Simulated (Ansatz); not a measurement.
One crystal and one scan (energy against volume) at two levels, PBE (plane waves to 420 eV, PAW, scalar-relativistic; Ansatz, a program for electronic structure) and PBEsol (plane waves to 420 eV, PAW, scalar-relativistic; Ansatz), each from its own relaxed cell and on its own mesh. The cell shown is that of PBE.

GeO$_{2}$ (alpha-quartz type, space group P3_121)

```
GeO2
1.0
    5.09349     0.00000     0.00000
   -2.54674     4.41109     0.00000
    0.00000     0.00000     5.76775
Ge O
3 6
Direct
  0.45565   0.00000   0.83333
  0.00000   0.45565   0.16667
  0.54435   0.54435   0.50000
  0.39740   0.29816   0.74186
  0.70184   0.09924   0.07519
  0.90076   0.60260   0.40853
  0.09924   0.70184   0.92481
  0.29816   0.39740   0.25814
  0.60260   0.90076   0.59147
```

E(V) scan at fixed shape, V₀ the volume above. The atoms relax within the cell's symmetry.

E stands for the smeared free energy. GeO2 was relaxed with its symmetry unable to fall. With the shape held, the modulus is that of even scaling; a crystal free to change shape is softer. Percentages come from the unrounded values.

Results of PBE:

```
Item                                                                         Result
---------------------------------------------------------------------------  ------
Lattice constant a (Å)                                                        5.093
Lattice constant c (Å)                                                        5.768
Relaxed volume (Å³/atom)                                                      14.40
Band gap of the relaxed cell, no spin-orbit coupling (eV)                      3.22
Bulk modulus at fixed cell shape B₀ (third-order Birch-Murnaghan fit) (GPa)    39.5
Pressure derivative B₀′ (fit)                                                   3.3
```

### Question
What does PBEsol give for the same quantities?

### Answer
| quantity | PBEsol | PBE − PBEsol |
|---|---|---|
| Lattice constant a (Å) | 4.991 | +0.102 (+2.1 %) |
| Lattice constant c (Å) | 5.692 | +0.076 (+1.3 %) |
| Relaxed volume (Å³/atom) | 13.64 | +0.76 (+5.5 %) |
| Band gap of the relaxed cell, no spin-orbit coupling (eV) | 3.36 | -0.14 (-4.1 %) |
| Bulk modulus at fixed cell shape B₀ (third-order Birch-Murnaghan fit) (GPa) | 39.3 | +0.2 (+0.6 %) |
| Pressure derivative B₀′ (fit) | 3.7 | -0.4 (-9 %) |

PBE gives the higher value for: lattice constant a; lattice constant c; relaxed volume. PBE gives the lower value for: band gap of the relaxed cell, no spin-orbit coupling; pressure derivative B₀′. They agree on: bulk modulus at fixed cell shape B₀ (within 1.5 %). Neither level is exact: the differences show how much the result hangs on the functional.

(Under strain, the slope of the energy per volume gives the stress and its curvature an elastic modulus.)
